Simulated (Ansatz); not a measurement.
Input and command of a calculation in Ansatz (plane waves; scalar-relativistic PAW potentials unless the input names others):

```yaml
crystal:
  lattice:
    - [-1.7314485851, 1.7314485851, 5.8672939468]
    - [1.7314485851, -1.7314485851, 5.8672939468]
    - [1.7314485851, 1.7314485851, -5.8672939468]
  atoms:
    - { symbol: Ta, position: [0.5001741996, 0.0001741996, 0.5] }
    - { symbol: Ta, position: [0.7501741996, 0.7501741996, 0.0] }
    - { symbol: As, position: [0.0824252204, 0.5824252204, 0.5] }
    - { symbol: As, position: [0.3324252204, 0.3324252204, 0.0] }
basis:
  ecutwfc: 420
  xc_grid: 1
kpoints:
  mp_grid: { grid: [14, 14, 14] }
hamiltonian:
  xc: pbe
scf:
  occupations: { method: gaussian, width: 0.15 }
output:
  forces: true
  eigenvalues: true
  stress: true
```

```bash
ansatz run input.yaml --threads 2 --pin off --max-ram 5120MiB --backend cpu --events-out ev --progress --plain --runs-dir out
```

Abridged log:
```
Pseudopotentials: kind: paw
Pseudopotential: Ta, paw, valence charge 13, recommended cutoff 420 eV (normal)
Pseudopotential: As, paw, valence charge 15, recommended cutoff 420 eV (normal)
Functional definition: PBE
Crystal: 4 atoms, lattice volume = 70.359 Å³
Basis set: ecut = 420 eV, 1395 PW (Γ), FFT grids on a1+a3, a2+a3, a3
Bands: 34, of which v1, the nominal top of the filled ones, is band 28 counted from 1 (27 counted from 0)
Symmetry: 8 space group operations
Space group: I41md (ITA 109), of the structure as read, at distance tolerance 4.1e-5 Å
k-points: 244 of 2744 (time reversal used)
Initial density: superposition of atomic densities (neutral atoms: chi_scale 0, normalization atom), corrected by the library's trained network
Initial wavefunctions: pseudopotential atomic-orbital guess
Functional: x = pbe(κ = 0.804, μ = 0.21951497), c = pbe(β = 0.06672455)
SCF iter   1: F=—  HF=-29578.960315 eV  |F-HF|=—  |Δ(HF+E_count)|=         —  Δρ=7.29e-3  dr2=3.24e-2  ethr=1.77e-3  ⟨swp⟩=5.1  Hψ=32194  notcnv=0
SCF iter   2: F=—  HF=-29578.957324 eV  |F-HF|=—  |Δ(HF+E_count)|=   2.99e-3  Δρ=4.06e-3  dr2=8.30e-3  ethr=5.79e-5  ⟨swp⟩=1.0  Hψ=10248  notcnv=0
SCF iter   3: F=—  HF=-29578.957502 eV  |F-HF|=—  |Δ(HF+E_count)|=   1.78e-4  Δρ=9.14e-4  dr2=4.57e-4  ethr=1.48e-5  ⟨swp⟩=3.0  Hψ=14385  notcnv=0
SCF iter   4: F=—  HF=-29578.957365 eV  |F-HF|=—  |Δ(HF+E_count)|=   1.37e-4  Δρ=3.82e-4  dr2=1.26e-4  ethr=8.17e-7  ⟨swp⟩=2.0  Hψ=14230  notcnv=0
SCF iter   5: F=—  HF=-29578.957344 eV  |F-HF|=—  |Δ(HF+E_count)|=   2.10e-5  Δρ=9.00e-5  dr2=9.62e-6  ethr=2.24e-7  ⟨swp⟩=2.0  Hψ=9751  notcnv=0
SCF iter   6: F=—  HF=-29578.957339 eV  |F-HF|=—  |Δ(HF+E_count)|=   4.72e-6  Δρ=1.72e-5  dr2=2.56e-7  ethr=1.72e-8  ⟨swp⟩=2.0  Hψ=10367  notcnv=0
SCF iter   7: F=-29578.957339 eV  HF=-29578.957339 eV  |F-HF|=3.25e-9  |Δ(HF+E_count)|=   1.02e-8  Δρ=3.62e-6  dr2=9.18e-9  ethr=1.79e-10  ⟨swp⟩=8.0  Hψ=29789  notcnv=0
SCF 1 converged in 7 iterations: F = -29578.957339 eV  dr2 = 9.18e-9
SCF converged after 7 iterations
Free energy (F): -29578.957339 eV
Harris-Foulkes:  -29578.957339 eV  (|F-HF|=3.25e-9)
Internal energy: -29578.952405 eV  (E = F + TS)
E sigma→0 (E₀):  -29578.954872 eV
Entropy (-TS):   -0.004935 eV (-1.234 meV/atom)
Fermi energy:    16.829814 eV
--- Forces (eV/Å), atoms counted from 1 ---
  atom   1  Ta     0.00000000     0.00000000     0.00039962
  atom   2  Ta     0.00000000     0.00000000     0.00039962
  atom   3  As     0.00000000     0.00000000    -0.00039545
  atom   4  As     0.00000000     0.00000000    -0.00039545
--- Stress (GPa, compression-positive) ---
        0.003293       0.000000       0.000000
        0.000000       0.003293       0.000000
        0.000000       0.000000       0.016343
  P = ⅓ Tr σ = 0.0076 GPa (0.076 kbar)
```

Apart from outputs and empty bands, the input differs from a reference run on usual settings in basis.xc_grid: not typed → 1. The reference, at the same geometry, gave pressure 0.01 GPa, largest force 0.000 eV/Å, gap on the mesh 0.05 eV. This run converged in 7 SCF iterations (reference: 7) with an energy at zero smearing within 0.01 meV/atom of the reference's, pressure 0.01 GPa, largest force 0.000 eV/Å, gap on the mesh 0.05 eV.

The run took 18 s on 2 threads of Arm Neoverse V2, on a shared host, peak memory 0.64 GiB.